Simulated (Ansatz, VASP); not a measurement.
# Two plane-wave programs on I

INCAR

```
  ALGO = Normal
  EDIFF = 1E-6
  ENCUT = 520
  GGA = PE
  ISIF = 2
  ISMEAR = -1
  LASPH = T
  LCHARG = T
  LELF = T
  LREAL = F
  LVHAR = T
  LWAVE = F
  NBANDS = 22
  NELM = 60
  PREC = Accurate
  SIGMA = 0.05
```

KPOINTS

```
k-points
0
Gamma
  7 7 3
```

POSCAR

```
I
1.0
    3.5608297907     -2.3461283221      0.0000000000
    3.5608297907      2.3461283221      0.0000000000
    0.0000000000      0.0000000000      9.5935177805
I
4
Direct
    0.6493000000      0.3507000000      0.3844000000
    0.1493000000      0.8507000000      0.1156000000
    0.3507000000      0.6493000000      0.6156000000
    0.8507000000      0.1493000000      0.8844000000
```

File input.yaml:

```yaml
crystal:
  lattice:
    - [3.5608297907, -2.3461283221, 0.0]
    - [3.5608297907, 2.3461283221, 0.0]
    - [0.0, 0.0, 9.5935177805]
  atoms:
    - { symbol: I, position: [0.6493, 0.3507, 0.3844] }
    - { symbol: I, position: [0.1493, 0.8507, 0.1156] }
    - { symbol: I, position: [0.3507, 0.6493, 0.6156] }
    - { symbol: I, position: [0.8507, 0.1493, 0.8844] }
hamiltonian:
  xc: pbe
  pseudopotentials: { kind: paw }
kpoints:
  mp_grid: { grid: [7, 7, 3] }
scf:
  occupations: { method: fermi_dirac, width: 0.05 }
output:
  forces: true
  stress: true
  eigenvalues: true
  write_density: true
  write_potential: true
  elf: true
  volumetric_format: npy
```

Alike in both runs: task single point; functional PBE; k mesh 7 × 7 × 3; occupations fermi-dirac, width 0.05 eV; no spin polarisation.

|  | VASP | Ansatz |
| --- | --- | --- |
| version | VASP 6.6.1 | Ansatz 0.2.0 |
| potentials or method | VASP PAW PBE potentials, release 64 (I) | Ansatz PAW |
| plane-wave cutoff (eV) | 520 | 420 |
| valence electrons in the cell | 28 | 68 |

Ansatz gave:

- gap on the k mesh at the Fermi level (eV): 1.46
- least direct gap on the mesh (eV): 1.58
- pressure (GPa): 3.8
- largest component of the traceless stress (GPa): 2.62
- rms of the force components (eV/Å): 0.845

Problem. Estimate VASP's values.

Solution. gap on the k mesh at the Fermi level (eV): 1.47; least direct gap on the mesh (eV): 1.59; pressure (GPa): 3.8; largest component of the traceless stress (GPa): 2.60; rms of the force components (eV/Å): 0.839.

Atom by atom the forces differ by 0.007 eV/Å (rms over components). The two sets of potentials don't hold the same shells in valence.

Caveats: spin-orbit coupling is left out, which moves the levels of the heavy elements; forces of over 1 eV/Å show positions far from the minimum, so gaps and moduli don't describe the material at rest; an odd mesh through Γ misses points on the zone boundary, where band edges often lie (VASP); odd divisions of the mesh miss points on the zone boundary, where band edges often lie, so the gap on the mesh can be too wide (Ansatz). As with any semilocal functional, this PBE gap is likely too small.
